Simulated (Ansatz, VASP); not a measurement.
## ZnO (nc): VASP beside Ansatz

```
Zn O
1.0
     3.24931    0.00000    0.00000
    -1.62465    2.81398    0.00000
     0.00000    0.00000    5.20571
Zn O
2 2
Direct
  0.33333 0.66667 0.50000
  0.66667 0.33333 0.00000
  0.66667 0.33333 0.37901
  0.33333 0.66667 0.87901
```

Alike in both runs: task relaxation of cell and atoms; functional PBE; k mesh 9 × 9 × 6; occupations gaussian, width 0.02 eV; no spin polarisation.

|  | VASP | Ansatz |
| --- | --- | --- |
| version | VASP 6.6.1 | Ansatz 0.2.0 |
| potentials or method | VASP PAW PBE potentials, release 64 (Zn, O) | scalar-relativistic, plane waves, norm-conserving pseudopotentials |
| plane-wave cutoff (eV) | 600 | 1240 |
| valence electrons in the cell | 36 | 52 |

|  | VASP | Ansatz | Ansatz less VASP |
| --- | --- | --- | --- |
| gap on the k mesh at the Fermi level, each at its own relaxed structure (eV) | 0.72 | 0.79 | +0.073 |
| relaxed volume (Å³/atom) | 12.40 | 12.31 | -0.096 |
| relaxed cell length with the largest relative difference (Å) | 5.306 | 5.289 | -0.0164 |
| energy change over the relaxation (meV/atom) | -9 | -6 | +2.9 |

The two sets of potentials don't hold the same shells in valence.

As with any semilocal functional, this PBE gap is likely too small. Zero-point motion and thermal expansion aren't in these numbers. PBE usually gives volumes a little too large and moduli too small.
